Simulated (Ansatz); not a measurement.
A relaxed cell of HfO₂ is given with its symmetry left out. It was relaxed at this level from a Materials Project cell.

Level of theory: Ansatz 0.2.0, DFT PBE, scalar-relativistic, plane waves, PAW. Cutoff 420 eV, Γ-centred mesh, Gaussian smearing, no spin polarisation.

```cif
data_structure
_symmetry_space_group_name_H-M 'P 1'
_symmetry_Int_Tables_number 1
_cell_length_a 4.8804
_cell_length_b 4.8804
_cell_length_c 3.2377
_cell_angle_alpha 90.000
_cell_angle_beta 90.000
_cell_angle_gamma 90.000
_cell_volume 77.12
loop_
_atom_site_label
_atom_site_type_symbol
_atom_site_fract_x
_atom_site_fract_y
_atom_site_fract_z
_atom_site_occupancy
Hf1 Hf 0.00000 0.00000 0.00000 1
Hf2 Hf 0.50000 0.50000 0.50000 1
O1 O 0.19482 0.80518 0.50000 1
O2 O 0.30518 0.30518 0.00000 1
O3 O 0.69482 0.69482 0.00000 1
O4 O 0.80518 0.19482 0.50000 1
```

Formation energies are uncorrected and refer to the elements' standard structures at the same level (O₂ as a molecule).

Question: What space group does it have?

Answer: P4_2/mnm (No. 136), the rutile type. Conventional cell: a = 4.880 Å, c = 3.238 Å. Hf is surrounded by 6 O at 2.10–2.11 Å; around O lie 3 Hf at 2.10–2.11 Å.

Question: How far does it lie from the elements in energy?

Answer: −3.435 eV/atom. Whether it is stable depends on the other phases of the system, which aren't compared here.

Question: Is it a metal?

Answer: No, the gap on the 6×6×8 mesh is 3.90 eV.

The last run used a 6×6×8 mesh (in the run's order of axes) for its 6-atom cell and Gaussian smearing of 0.02 eV. These runs have no spin–orbit coupling, which can matter for Hf. Kohn–Sham gaps at this level usually fall short of measured ones. A structure relaxed within its symmetry needn't be a true minimum.
